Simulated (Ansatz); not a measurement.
Crystal: Ta2N.

```
Ta N
1.0
     3.11286    0.00000    0.00000
    -1.55643    2.69582    0.00000
     0.00000    0.00000    4.86984
Ta N
2 1
Cartesian
  0.0000 1.7972 1.2404
  1.5564 0.8986 3.6294
  0.0000 0.0000 0.0000
```

The cell comes from a database or a generator and needn't be the stable form of this composition.

Base run:

| Item | Value |
| --- | --- |
| Program | Ansatz 0.2.0 |
| Functional | PBE |
| Potentials or basis | all-electron LAPW, scalar-relativistic |
| Cutoff | 365 eV |
| Density cutoff | 1462 eV |
| Basis error allowed | 0.001 eV/atom |
| k mesh | 10 × 10 × 6 |
| Occupations | fermi-dirac, width 0.05 eV |
| Spin | no spin polarisation |

Its results: band gap on the k mesh none (metal or under the smearing width); pressure -1.2 GPa; largest force 0.012 eV/Å.

Problem. The run is repeated on the same cell with these changes: functional from PBE to PBEsol. What comes out?

Solution. Band gap on the k mesh none (metal or under the smearing width); pressure -9.1 GPa; largest force 0.295 eV/Å.

PBEsol binds more tightly than PBE, so the same cell stands under less pressure.

Not every run made on this cell is shown here.
